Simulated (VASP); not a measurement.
The cell holds one SrF$_{2}$ (fluorite) (111) slab, with vacuum along c, ions free to move until forces fall under 0.03 eV/Å, no reconstruction beyond this cell, dipole correction on. Ionisation potential and electron affinity count from the cell's own band edges, surface states included.

Here is the system:

```
SrF2
1.0
    4.14886     0.00000     0.00000
   -2.07443     3.59302     0.00000
    0.00000     0.00000    25.33683
F Sr
6 3
Direct
  0.66667   0.33333   0.33345
  0.33333   0.66667   0.46578
  0.00000   0.00000   0.40018
  0.00000   0.00000   0.59982
  0.66667   0.33333   0.53422
  0.33333   0.66667   0.66655
  0.33333   0.66667   0.36620
  0.00000   0.00000   0.50000
  0.66667   0.33333   0.63380
```

Computed with PBE GGA, VASP's PBE PAW potentials (set 64) (plane waves; VASP). Numerical set-up: 450 eV cut-off, 6×6×1 Γ-centred mesh, Gaussian smearing of 0.050 eV, potentials F Sr_sv.

Slab and bulk use different k-meshes, so the surface energy is good to a few per cent at best.

The surface energy is 0.34 J/m² and the ionisation potential is 7.67 eV. The electron affinity is 1.40 eV.

The cell is a thin slab with vacuum, built from SrF2 (fluorite): (111) face.
